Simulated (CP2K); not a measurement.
Runs of CP2K 2026.2 on HfO2. The structure is tetragonal, space group P4_2/nmc (No. 137). Conventional cell: a = 3.558 Å, b = 3.558 Å, c = 5.172 Å, α = 90.00°, β = 90.00°, γ = 90.00°. Around Hf (site symmetry -4m2) lie 4 O at 2.05 Å. O (site symmetry 2mm) is surrounded by 2 Hf at 2.05 Å. Measurements of this composition are mostly on another form, of space group No. 14.

| level | cutoff of the non-local correlation (Ry) | gap on the mesh (eV) | pressure (GPa) | largest force (eV/Å) |
| --- | --- | --- | --- | --- |
| LDA | - | (b) | -6.3 | (c) |
| BLYP | - | 4.87 | (d) | 1.69 |
| TPSS | - | 5.02 | 2.3 | 0.12 |
| vdW-DF-cx | 300 | 4.83 | -1.1 | 0.05 |
| rev-vdW-DF2 | 300 | 4.84 | (a) | 0.05 |

Alike in all rows: task band structure; potentials or basis POTENTIAL_UZH Hf GTH-PBE-q12, O GTH-PBE-q6; DZVP-MOLOPT-PBE-GTH basis; no spin polarisation; cell as given; k mesh 8 × 8 × 5; smearing fermi-dirac 0.05 eV.

Task: Fill in the values left out.

Result: (a) 1.4; (b) 4.69; (c) 0.01; (d) 10.5.

Caveats: the potentials were made for another functional, which shifts forces and pressure; spin-orbit coupling is left out, which moves the levels of the heavy elements; the basis of atomic orbitals isn't converged, which shifts pressures, moduli and gaps.

A k mesh can miss the band edges, and the runs leave out spin-orbit coupling on Hf.

Runs at the PBE level aren't shown here.
